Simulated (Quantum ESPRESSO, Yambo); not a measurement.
An input for Quantum ESPRESSO 7.5 (BN (P6_3/mmc)):

```
&control
  calculation = 'nscf'
  prefix = 'x'
  outdir = 'o'
  pseudo_dir = 'pseudo'
/
&system
  ibrav = 0
  nat = 4
  ntyp = 2
  ecutwfc = 72.0
  nbnd = 46
  force_symmorphic = .true.
/
&electrons
  conv_thr = 1e-9
  electron_maxstep = 80
  diago_full_acc = .true.
  diago_thr_init = 5e-6
/
ATOMIC_SPECIES
  B 10.81 B.upf
  N 14.007 N.upf
CELL_PARAMETERS angstrom
  2.5039900000 0.0000000000 0.0000000000
  -1.2519950000 2.1685189508 0.0000000000
  0.0000000000 0.0000000000 6.6612000000
ATOMIC_POSITIONS crystal
  B 0.3333333333 0.6666666667 0.2500000000
  B 0.6666666667 0.3333333333 0.7500000000
  N 0.3333333333 0.6666666667 0.7500000000
  N 0.6666666667 0.3333333333 0.2500000000
K_POINTS automatic
  12 12 4 0 0 0
```

```sh
OMP_NUM_THREADS=1 mpirun -n 4 pw.x -nk 4 -in pw.in > pw.out
```

Question: How long will it take on 4 MPI ranks of AMD EPYC 7571, shared host, and how much memory?

It took 22 s; on shared hardware allow 11 s to 44 s. Peak host memory was 0.25 GiB.

[Paths, hosts, dates, memory and timing lines, banners, echoed tables and standing remarks are left out of the program output.]

[Logs are printed without paths, hosts, clocks, repeated set-up lines and the standing remarks that a program may print on its own settings, such as how far it seeks lower states.]

[Runs of the session that timed out or met a known fault of the program may be left out.]

[Hosts, paths, dates, database ids (printed as entryN), source tags and the programs' standing remarks are cut or masked in the printed files.]
